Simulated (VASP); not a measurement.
A run of VASP 6.6.1:

INCAR

```
PREC = Accurate
ENCUT = 600
EDIFF = 1E-7
ISMEAR = 1
SIGMA = 0.1
LREAL = F
LASPH = T
NELM = 80
ALGO = Fast
ISIF = 2
LWAVE = F
LCHARG = F
GGA = PS
IBRION = 2
NSW = 40
EDIFFG = -0.01
```

KPOINTS

```
Automatic mesh
0
Gamma
  16 16 16
```

POSCAR

```
Ag                                      
1.0
    0.0000000000      2.0654936450      2.0654936450
    2.0654936450      0.0000000000      2.0654936450
    2.0654936450      2.0654936450      0.0000000000
  Ag            
     1
Direct
     0.0000000000000000    0.0000000000000000    0.0000000000000000
```

Potentials or basis: VASP PAW PBE potentials, release 64 (Ag).

Run with:

```bash
$ cat potpaw_PBE.64/Ag/POTCAR > POTCAR
$ mpirun -np 1 vasp_std > vasp.out
```

Hardware: 1 thread of Intel(R) Xeon(R) 6975P-C (Granite Rapids) (shared host).

Q: Estimate the wall time of this run.

A: Wall time 11 s on 1 thread of Intel(R) Xeon(R) 6975P-C (Granite Rapids) (shared host), peak memory 0.16 GiB. Counts: scf iterations 12, k points 145, ion steps 1.
